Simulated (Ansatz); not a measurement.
SnO2:

```
Sn O
1.0
    -2.00007    2.00007    5.12368
     2.00007   -2.00007    5.12368
     2.00007    2.00007   -5.12368
Sn O
2 4
Direct
  0.00000 0.00000 0.00000
  0.75000 0.25000 0.50000
  0.54652 0.04652 0.50000
  0.20348 0.20348 0.00000
  0.95348 0.45348 0.50000
  0.79652 0.79652 0.00000
```

Measurements of this composition are mostly on another form, of space group No. 136.

* Program: Ansatz 0.2.0
* Task: relaxation of cell and atoms
* Functional: PBE
* Potentials or basis: Ansatz PAW
* Cutoff: 420 eV (not typed: the program's choice for these potentials)
* k mesh: 7 × 7 × 7
* Occupations: fermi-dirac, width 0.05 eV
* Spin: no spin polarisation

At the start: volume 13.66 Å³/atom.

How do energy, volume and symmetry change on relaxing?

It ends after 7 steps and the volume is 14.18 Å³/atom (+3.8 %); space group I4_1/amd (No. 141, to 0.05 Å).

The path:
```
step  energy change (eV)  largest force (eV/Å)  volume (Å³)
   1              0.0000                0.0403        81.98
   2             -0.0374                0.0358        84.71
   3             -0.0373                0.0236        84.90
   4             -0.0374                0.0022        84.93
   5             -0.0539                0.0019        84.93
   6             -0.0533                0.0006        85.08
   7             -0.0541                0.0007        85.08
```

Final structure:
```yaml
crystal:
  lattice:
    - [-2.02614, 2.02614, 5.18133]
    - [2.02614, -2.02614, 5.18133]
    - [2.02614, 2.02614, -5.18133]
  atoms:
    - { symbol: Sn, position: [0.00000, 0.00000, 0.00000] }
    - { symbol: Sn, position: [0.75000, 0.25000, 0.50000] }
    - { symbol: O, position: [0.54759, 0.04759, 0.50000] }
    - { symbol: O, position: [0.20241, 0.20241, 0.00000] }
    - { symbol: O, position: [0.95241, 0.45241, 0.50000] }
    - { symbol: O, position: [0.79759, 0.79759, 0.00000] }
```

Caveat: the plane-wave basis is chosen anew once the cell has moved, so the energies of steps on either side of that aren't comparable; the pressure holds a Pulay correction of +0.7 GPa for the finite cutoff.
